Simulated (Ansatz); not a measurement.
Structures of AgBr₃: which is lowest?

Plane-wave DFT in Ansatz with scalar-relativistic PAW potentials, cutoff 420 eV, Γ-centred meshes chosen by cell and gap, Gaussian smearing with energies taken to zero width. Every cell was relaxed (cell and atoms) in a run of its own, within the symmetry of its start. Functional: PBE.

Relaxed structures (starts from databases or built by putting these elements on another compound's sites):
A. Pm-3m, 4 atoms in the computed cell, a = 4.733 Å; sites (symmetry × multiplicity) Ag m-3m × 1, Br 4/mm.m × 3; start: built
B. Pm-3n, 8 atoms in the computed cell, a = 5.872 Å; sites (symmetry × multiplicity) Ag m-3. × 2, Br -4m.2 × 6; start: built
C. I4/mmm, 4 atoms in the computed cell, a = 4.001 Å, c = 16.921 Å; sites (symmetry × multiplicity) Ag 4/mmm × 2, Br -4m2 × 4 + 4/mmm × 2; start: built

Rank them by energy. Could pressure change the order?

| structure | group | E − E(lowest) (meV/atom) | V (Å³/atom) | gap on mesh (eV) |
| --- | --- | --- | --- | --- |
| C | I4/mmm | 0.0 | 33.85 | 0.00 |
| B | Pm-3n | 211 | 25.30 | 0.00 |
| A | Pm-3m | 423 | 26.51 | 0.00 |

C is lowest, 211 meV/atom under B. B is denser by 8.55 Å³/atom, so pressure favours it: ΔE/ΔV, with ΔE in eV and 1 eV/Å³ = 160.2 GPa, gives about 3.9 GPa for equal enthalpy if both cells were rigid, a rough figure since the two compress differently. Other structures may lie lower than all of these, and vibrations aren't counted.